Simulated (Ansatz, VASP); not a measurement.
Two plane-wave programs on InSb

Contents of INCAR:

```
PREC = Accurate
ENCUT = 520
EDIFF = 1E-6
ISMEAR = 0
SIGMA = 0.15
LREAL = F
LASPH = T
NELM = 100
ALGO = Normal
ISIF = 2
LWAVE = F
LCHARG = F
GGA = PE
NBANDS = 16
```

File KPOINTS:

```
Automatic mesh
0
Gamma
  16 16 16
```

Contents of POSCAR:

```
InSb
1.0
    0.0000000000      3.0520309919      3.0520309919
    3.0520309919      0.0000000000      3.0520309919
    3.0520309919      3.0520309919      0.0000000000
In Sb
1 1
Direct
    0.0000000000      0.0000000000      0.0000000000
    0.7500000000      0.7500000000      0.7500000000
```

Input for Ansatz:

```yaml
crystal:
  lattice:
    - [0.0, 3.0520309919, 3.0520309919]
    - [3.0520309919, 0.0, 3.0520309919]
    - [3.0520309919, 3.0520309919, 0.0]
  atoms:
    - { symbol: In, position: [0.0, 0.0, 0.0] }
    - { symbol: Sb, position: [0.75, 0.75, 0.75] }
basis:
  ecutwfc: 420
kpoints:
  mp_grid: { grid: [16, 16, 16] }
hamiltonian:
  xc: pbe
scf:
  occupations: { method: gaussian, width: 0.15 }
output:
  forces: true
  stress: true
  eigenvalues: true
```

Change from the starting cell: strain -0.080 along x and y, -0.080 along z, atoms carried along.

Alike in both runs: task single point; functional PBE; k mesh 16 × 16 × 16; occupations gaussian, width 0.15 eV; no spin polarisation.

```csv
,VASP,Ansatz
version,VASP 6.6.1,Ansatz 0.2.0
potentials or method,"VASP PAW PBE potentials, release 64 (In_d, Sb)","scalar-relativistic, plane waves, PAW"
plane-wave cutoff (eV),520,420
valence electrons in the cell,18,28
```

```tsv
	VASP	Ansatz	Ansatz less VASP
gap on the k mesh at the Fermi level (eV)	0.87	0.87	-0.002
least direct gap on the mesh (eV)	0.88	0.87	-0.010
pressure (GPa)	16.8	16.8	+0.04
```

The functional is the same, so the differences come from potentials, cutoffs and numerics. The two sets of potentials don't hold the same shells in valence.

Caveats: so large a pressure means that the cell lies far from this level's equilibrium, or that cutoff or potentials fall short (VASP); spin-orbit coupling is left out, which moves the levels of the heavy elements. A k mesh can miss the band edges.
